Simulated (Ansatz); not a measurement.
Crystal: ZrS2.

```xyz
3
Lattice="3.6914 0.0000 0.0000 -1.8457 3.1968 0.0000 0.0000 0.0000 6.0411" Properties=species:S:1:pos:R:3 pbc="T T T"
Zr    0.0000    0.0000    0.0000
S     0.0000    2.1312    1.4372
S     1.8457    1.0656    4.6038
```

The cell is a database's computed one.

```yaml
Program: Ansatz 0.2.0
Task: relaxation of cell and atoms
Functional: PBEsol
Potentials_or_basis: Ansatz PAW
Cutoff: "420 eV (not typed: the program's choice for these potentials)"
k_mesh: 8 × 8 × 5
Occupations: fermi-dirac, width 0.05 eV
Spin: no spin polarisation
```

At the start: volume 23.76 Å³/atom.

Q: Where does the relaxation end?

A: It ends after 7 steps and the volume is 22.37 Å³/atom (-5.9 %); space group P-3m1 (No. 164, to 0.05 Å).

Step by step:
```
step  energy change (eV)  largest force (eV/Å)  volume (Å³)
   1              0.0000                0.1520        71.29
   2             -0.0083                0.0035        66.27
   3             -0.0234                0.0076        68.19
   4             -0.0240                0.0011        67.74
   5             -0.0244                0.0016        66.99
   6             -0.0244                0.0044        67.11
   7             -0.0241                0.0042        67.11
```

Final structure:
```
Zr S
1.0
     3.62849    0.00000    0.00000
    -1.81425    3.14236    0.00000
     0.00000    0.00000    5.88579
Zr S
1 2
Direct
  0.00000 0.00000 0.00000
  0.33333 0.66667 0.24681
  0.66667 0.33333 0.75319
```

Caveat: the plane-wave basis is chosen anew once the cell has moved, so the energies of steps on either side of that aren't comparable; this functional lacks dispersion, which binds the layers, so the pressure and a relaxed spacing across them are unreliable; the PAW data sets come from PBE, with cores solved anew for the run's functional, which leaves a small shift of forces and pressure.
